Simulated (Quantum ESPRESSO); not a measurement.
Here is a Quantum ESPRESSO 7.5 calculation.

Contents of pw.in:

```
&CONTROL
  calculation = 'scf'
  prefix = 'pwscf'
  outdir = './tmp'
  pseudo_dir = './pseudo'
  tprnfor = .true.
  tstress = .true.
  disk_io = 'low'
/
&SYSTEM
  ibrav = 0
  A = 2.99106168
  nat = 1
  ntyp = 1
  ecutwfc = 45
  ecutrho = 360
  nbnd = 12
  occupations = 'smearing'
  smearing = 'fd'
  degauss = 0.00367493
/
&ELECTRONS
  conv_thr = 2d-10
  electron_maxstep = 120
  mixing_beta = 0.5
/
ATOMIC_SPECIES
Nb    92.9064 nb_pbesol_v1.uspp.F.UPF
CELL_PARAMETERS alat
   0.0000000000    0.7071067822    0.7071067822
   0.7071067822    0.0000000000    0.7071067822
   0.7071067822    0.7071067822    0.0000000000
ATOMIC_POSITIONS alat
Nb     0.0000000000    0.0000000000    0.0000000000
K_POINTS automatic
9 9 9 0 0 0
```

File nscf.in:

```
&CONTROL
  calculation = 'nscf'
  prefix = 'pwscf'
  outdir = './tmp'
  pseudo_dir = './pseudo'
  disk_io = 'low'
/
&SYSTEM
  ibrav = 0
  A = 2.99106168
  nat = 1
  ntyp = 1
  ecutwfc = 45
  ecutrho = 360
  nbnd = 21
  occupations = 'smearing'
  smearing = 'fd'
  degauss = 0.00367493
  nosym = .true.
  noinv = .true.
/
&ELECTRONS
  conv_thr = 1d-09
  electron_maxstep = 120
  mixing_beta = 0.5
  diago_full_acc = .true.
  startingwfc = 'random'
/
ATOMIC_SPECIES
Nb    92.9064 nb_pbesol_v1.uspp.F.UPF
CELL_PARAMETERS alat
   0.0000000000    0.7071067822    0.7071067822
   0.7071067822    0.0000000000    0.7071067822
   0.7071067822    0.7071067822    0.0000000000
ATOMIC_POSITIONS alat
Nb     0.0000000000    0.0000000000    0.0000000000
K_POINTS crystal
343
  0.00000000   0.00000000   0.00000000 2.91545190e-03
  0.00000000   0.00000000   0.14285714 2.91545190e-03
  0.00000000   0.00000000   0.28571429 2.91545190e-03
  0.00000000   0.00000000   0.42857143 2.91545190e-03
  0.00000000   0.00000000   0.57142857 2.91545190e-03
  0.00000000   0.00000000   0.71428571 2.91545190e-03
[... 335 lines left out ...]
  0.85714286   0.85714286   0.71428571 2.91545190e-03
  0.85714286   0.85714286   0.85714286 2.91545190e-03
```

pw2wan.in

```
&INPUTPP
  prefix = 'pwscf'
  outdir = './tmp'
  seedname = 'w'
  write_mmn = .true.
  write_amn = .true.
/
```

bands.in

```
&CONTROL
  calculation = 'bands'
  prefix = 'pwscf'
  outdir = './tmp'
  pseudo_dir = './pseudo'
  disk_io = 'low'
/
&SYSTEM
  ibrav = 0
  A = 2.99106168
  nat = 1
  ntyp = 1
  ecutwfc = 45
  ecutrho = 360
  nbnd = 21
  occupations = 'smearing'
  smearing = 'fd'
  degauss = 0.00367493
/
&ELECTRONS
  conv_thr = 1d-08
  electron_maxstep = 120
  mixing_beta = 0.5
  diago_full_acc = .true.
  startingwfc = 'random'
/
ATOMIC_SPECIES
Nb    92.9064 nb_pbesol_v1.uspp.F.UPF
CELL_PARAMETERS alat
   0.0000000000    0.7071067822    0.7071067822
   0.7071067822    0.0000000000    0.7071067822
   0.7071067822    0.7071067822    0.0000000000
ATOMIC_POSITIONS alat
Nb     0.0000000000    0.0000000000    0.0000000000
K_POINTS crystal
61
  0.00000000   0.00000000   0.00000000 1
  0.05555600   0.00000000   0.05555600 1
  0.11111100   0.00000000   0.11111100 1
  0.16666700   0.00000000   0.16666700 1
  0.22222200   0.00000000   0.22222200 1
  0.27777800   0.00000000   0.27777800 1
  0.33333300   0.00000000   0.33333300 1
  0.38888900   0.00000000   0.38888900 1
  0.44444400   0.00000000   0.44444400 1
  0.50000000   0.00000000   0.50000000 1
  0.50000000   0.05000000   0.55000000 1
  0.50000000   0.10000000   0.60000000 1
  0.50000000   0.15000000   0.65000000 1
  0.50000000   0.20000000   0.70000000 1
  0.50000000   0.25000000   0.75000000 1
  0.45833300   0.29166700   0.75000000 1
  0.41666700   0.33333300   0.75000000 1
  0.37500000   0.37500000   0.75000000 1
  0.33750000   0.33750000   0.67500000 1
  0.30000000   0.30000000   0.60000000 1
  0.26250000   0.26250000   0.52500000 1
  0.22500000   0.22500000   0.45000000 1
  0.18750000   0.18750000   0.37500000 1
  0.15000000   0.15000000   0.30000000 1
  0.11250000   0.11250000   0.22500000 1
  0.07500000   0.07500000   0.15000000 1
  0.03750000   0.03750000   0.07500000 1
  0.00000000   0.00000000   0.00000000 1
  0.06250000   0.06250000   0.06250000 1
  0.12500000   0.12500000   0.12500000 1
  0.18750000   0.18750000   0.18750000 1
  0.25000000   0.25000000   0.25000000 1
  0.31250000   0.31250000   0.31250000 1
  0.37500000   0.37500000   0.37500000 1
  0.43750000   0.43750000   0.43750000 1
  0.50000000   0.50000000   0.50000000 1
  0.52083300   0.45833300   0.52083300 1
  0.54166700   0.41666700   0.54166700 1
  0.56250000   0.37500000   0.56250000 1
  0.58333300   0.33333300   0.58333300 1
  0.60416700   0.29166700   0.60416700 1
  0.62500000   0.25000000   0.62500000 1
  0.58333300   0.25000000   0.66666700 1
  0.54166700   0.25000000   0.70833300 1
  0.50000000   0.25000000   0.75000000 1
  0.50000000   0.29166700   0.70833300 1
  0.50000000   0.33333300   0.66666700 1
  0.50000000   0.37500000   0.62500000 1
  0.50000000   0.41666700   0.58333300 1
  0.50000000   0.45833300   0.54166700 1
  0.50000000   0.50000000   0.50000000 1
  0.47916700   0.47916700   0.54166700 1
  0.45833300   0.45833300   0.58333300 1
  0.43750000   0.43750000   0.62500000 1
  0.41666700   0.41666700   0.66666700 1
  0.39583300   0.39583300   0.70833300 1
  0.37500000   0.37500000   0.75000000 1
  0.62500000   0.25000000   0.62500000 1
  0.58333300   0.16666700   0.58333300 1
  0.54166700   0.08333300   0.54166700 1
  0.50000000   0.00000000   0.50000000 1
```

Contents of w.win:

```
num_wann = 9
num_bands = 17
guiding_centres = true
dis_froz_max = 20.15
dis_num_iter = 600
dis_mix_ratio = 0.5
dis_conv_tol = 1.0d-9
num_iter = 0
search_shells = 100
kmesh_tol = 1.0d-4
conv_tol = 1.0d-8
conv_window = 4
num_print_cycles = 200
fermi_energy = 17.152
bands_plot = true
write_hr = true
mp_grid = 7 7 7
exclude_bands = 1-4
begin projections
Nb: s;p;d
end projections
begin unit_cell_cart
ang
  0.0000000000   2.1150000000   2.1150000000
  2.1150000000   0.0000000000   2.1150000000
  2.1150000000   2.1150000000   0.0000000000
end unit_cell_cart
begin atoms_frac
Nb   0.0000000000   0.0000000000   0.0000000000
end atoms_frac
begin kpoint_path
G   0.0000000000   0.0000000000   0.0000000000  X   0.5000000000   0.0000000000   0.5000000000
X   0.5000000000   0.0000000000   0.5000000000  W   0.5000000000   0.2500000000   0.7500000000
W   0.5000000000   0.2500000000   0.7500000000  K   0.3750000000   0.3750000000   0.7500000000
K   0.3750000000   0.3750000000   0.7500000000  G   0.0000000000   0.0000000000   0.0000000000
G   0.0000000000   0.0000000000   0.0000000000  L   0.5000000000   0.5000000000   0.5000000000
L   0.5000000000   0.5000000000   0.5000000000  U   0.6250000000   0.2500000000   0.6250000000
U   0.6250000000   0.2500000000   0.6250000000  W   0.5000000000   0.2500000000   0.7500000000
W   0.5000000000   0.2500000000   0.7500000000  L   0.5000000000   0.5000000000   0.5000000000
L   0.5000000000   0.5000000000   0.5000000000  K   0.3750000000   0.3750000000   0.7500000000
U   0.6250000000   0.2500000000   0.6250000000  X   0.5000000000   0.0000000000   0.5000000000
end kpoint_path
bands_num_points = 9
begin kpoints
  0.00000000   0.00000000   0.00000000
  0.00000000   0.00000000   0.14285714
  0.00000000   0.00000000   0.28571429
  0.00000000   0.00000000   0.42857143
  0.00000000   0.00000000   0.57142857
  0.00000000   0.00000000   0.71428571
[... 335 lines left out ...]
  0.85714286   0.85714286   0.71428571
  0.85714286   0.85714286   0.85714286
end kpoints
```

Potentials or basis: GBRV 1.5 PBEsol.

The run is started by

```console
$ OMP_NUM_THREADS=1 pw.x -in pw.in > pw.out
$ OMP_NUM_THREADS=1 pw.x -in nscf.in > nscf.out
$ wannier90.x -pp w
$ OMP_NUM_THREADS=1 pw2wannier90.x -in pw2wan.in > pw2wan.out
$ wannier90.x w
$ OMP_NUM_THREADS=1 pw.x -in bands.in > bands.out
```

Problem. Estimate the total Wannier spread.

Solution. 41.95 Å² over 9 functions.

Problem. Predict the RMS miss of the Wannier bands.

Solution. 0.174 eV.

Problem. Estimate the pressure.

Solution. -6.3 GPa.

Parts of the spread (Å²): invariant 8.96, diagonal 14.330, off-diagonal 18.66, total 41.95. Against the direct bands the interpolation misses by 174 meV (root mean square) and 900 meV at most, for states up to 1 eV over the reference level.
